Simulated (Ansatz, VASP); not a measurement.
Y: VASP beside Ansatz

INCAR

```
SYSTEM = Y
ALGO     = Normal         ! electronic algorithm
EDIFF    = 1E-7           ! SCF threshold, eV
ENCUT    = 520            ! plane-wave cutoff, eV
GGA      = PS             ! functional
ISIF     = 2              ! what is computed and relaxed
ISMEAR   = -1             ! smearing method
LASPH    = .TRUE.         ! aspherical terms in the spheres
LCHARG   = .FALSE.        ! write CHGCAR
LREAL    = .FALSE.        ! projectors in reciprocal space
LWAVE    = .FALSE.        ! write WAVECAR
NBANDS   = 12             ! bands
NELM     = 100            ! most SCF steps
PREC     = Accurate       ! precision mode
SIGMA    = 0.1            ! smearing width, eV
```

File KPOINTS:

```
k-points
0
G
  12 12 12
  0 0 0
```

POSCAR

```
Y
1.0
    0.0000000000      2.5556889465      2.5556889465
    2.5556889465      0.0000000000      2.5556889465
    2.5556889465      2.5556889465      0.0000000000
Y
1
Direct
    0.0000000000      0.0000000000      0.0000000000
```

Input for Ansatz:

```yaml
crystal:
  lattice:
    - [0.0, 2.5556889465, 2.5556889465]
    - [2.5556889465, 0.0, 2.5556889465]
    - [2.5556889465, 2.5556889465, 0.0]
  atoms:
    - { symbol: "Y", position: [0.0, 0.0, 0.0] }
hamiltonian:
  xc: pbesol
  pseudopotentials:
    kind: paw
    azcp:
      "Y": "pseudopotentials/Y.paw.azcp"
basis:
  ecutwfc: 420
  fft_grid_basis: typed
kpoints:
  mp_grid: { grid: [12, 12, 12], shift: [0, 0, 0] }
magnetization:
  spin_polarized: false
scf:
  occupations: { method: fermi_dirac, width: 0.1 }
  lower_state_search: "off"
output:
  stress: true
  write_density: true
  write_potential: true
  elf: true
  volumetric_format: npy
```

Alike in both runs: task single point; functional PBEsol; k mesh 12 × 12 × 12; occupations fermi-dirac, width 0.1 eV; no spin polarisation.

|  | VASP | Ansatz |
| --- | --- | --- |
| version | VASP 6.6.1 | Ansatz 0.2.0 |
| potentials or method | VASP PAW PBE potentials, release 64 (Y_sv) | plane waves (420 eV) with PAW, scalar-relativistic |
| plane-wave cutoff (eV) | 520 | 420 |
| valence electrons in the cell | 11 | 11 |

Ansatz gave:

* pressure (GPa): -2.8

Task: Estimate VASP's values.

Result: Pressure (GPa): -2.9.

Ansatz warned: «pseudo_functional_mismatch».

Caveats: the PAW data sets were made with another functional, which shifts forces and pressure a little (VASP).
